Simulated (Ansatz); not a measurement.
Crystal: Hf.

```
Hf
1.0
     0.00000    2.22000    2.22000
     2.22000    0.00000    2.22000
     2.22000    2.22000    0.00000
Hf
1
Direct
  0.00000 0.00000 0.00000
```

This isn't the form of Hf at room conditions, which is hcp.

```yaml
Program: Ansatz 0.2.0
Task: relaxation of cell and atoms
Functional: HSE06
Potentials_or_basis: Ansatz PAW
Cutoff: "420 eV (not typed: the program's choice for these potentials)"
k_mesh: 5 × 5 × 5
Occupations: fermi-dirac, width 0.05 eV
Spin: no spin polarisation
```

At the start: volume 21.88 Å³/atom.

Task: How do energy, volume and symmetry change on relaxing?

Result: It ends after 4 steps and the volume is 22.73 Å³/atom (+3.9 %); space group Fm-3m (No. 225, to 0.05 Å).

Step by step:
| step | energy change (eV) | largest force (eV/Å) | volume (Å³) |
| --- | --- | --- | --- |
| 1 | 0.0000 | 0.0000 | 21.88 |
| 2 | -0.0104 | 0.0000 | 22.83 |
| 3 | -0.0106 | 0.0000 | 22.73 |
| 4 | -0.0111 | 0.0000 | 22.73 |

Final structure:
```yaml
crystal:
  lattice:
    - [0.00000, 2.24843, 2.24843]
    - [2.24843, 0.00000, 2.24843]
    - [2.24843, 2.24843, 0.00000]
  atoms:
    - { symbol: Hf, position: [0.00000, 0.00000, 0.00000] }
```

Caveat: the k mesh is coarse (spacing up to 0.49 Å⁻¹), so the values aren't converged, least of all with exact exchange; the plane-wave basis is chosen anew once the cell has moved, so the energies of steps on either side of that aren't comparable; the PAW data sets come from PBE, with cores solved anew for the run's functional, which leaves a small shift of forces and pressure.
